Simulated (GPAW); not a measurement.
A run of GPAW 26.7.0 is set up as follows.

Contents of run.py:

```python
from ase import Atoms
from ase.calculators.mixing import SumCalculator
from ase.filters import FrechetCellFilter
from ase.io import write
from ase.optimize import FIRE
from dftd3.ase import DFTD3
from gpaw import GPAW, PW

atoms = Atoms(['Ti', 'C'],
              cell=[[0.0, 2.1657188437, 2.1657188437],
                    [2.1657188437, 0.0, 2.1657188437],
                    [2.1657188437, 2.1657188437, 0.0]],
              scaled_positions=[[0.0, 0.0, 0.0],
                                [0.5, 0.5, 0.5]],
              pbc=True)

calc = GPAW(mode=PW(800),
            xc='revPBE',
            kpts={'size': (11, 11, 11), 'gamma': True},
            occupations={'name': 'fermi-dirac', 'width': 0.05},
            nbands=18,
            convergence={'density': 1e-05, 'forces': 0.0001},
            maxiter=150,
            txt='gpaw.txt')
atoms.calc = SumCalculator([calc, DFTD3(method='revpbe', damping='d3bj')])
opt = FIRE(FrechetCellFilter(atoms), trajectory='relax.traj', logfile='-')
done = opt.run(fmax=0.01, steps=40)
calc.write('gs.gpw')
write('result.traj', atoms)
print('Converged:', done)
print('Cell:', atoms.cell.cellpar().round(4))
print('Volume:', round(atoms.get_volume(), 4))
print(atoms.get_scaled_positions().round(5))
```

Potentials or basis: the program's PAW data sets (release 1.2.1) made for this functional, pw.

Run with:

```bash
$ OMP_NUM_THREADS=1 python run.py
```

Predict the relaxed cell.

a = 3.024 Å, b = 3.024 Å, c = 3.024 Å, α = 60.00°, β = 60.00°, γ = 60.00°.

Estimate the relaxed volume.

9.78 Å³/atom.

What does it give for the band gap on the k mesh?

None (metal or under the smearing width).

Step by step:
| step | energy change (eV) | largest force (eV/Å) | pressure (GPa) | volume (Å³) |
| --- | --- | --- | --- | --- |
| 1 | 0.0000 | 0.0000 | -9.75 | 20.32 |
| 2 | -0.0095 | 0.0000 | -7.56 | 20.13 |
| 3 | -0.0198 | 0.0000 | -3.47 | 19.80 |
| 4 | -0.0205 | 0.0000 | 1.79 | 19.42 |
| 5 | -0.0206 | 0.0000 | 1.68 | 19.42 |
| 6 | -0.0209 | 0.0000 | 1.46 | 19.44 |
| 7 | -0.0211 | 0.0000 | 1.15 | 19.46 |
| 8 | -0.0214 | 0.0000 | 0.77 | 19.49 |
| 9 | -0.0216 | 0.0000 | 0.34 | 19.52 |
| 10 | -0.0217 | 0.0000 | -0.10 | 19.55 |

Caveat: later steps reuse the first step's grids; pairwise dispersion overbinds metals, which lowers pressure and volume.
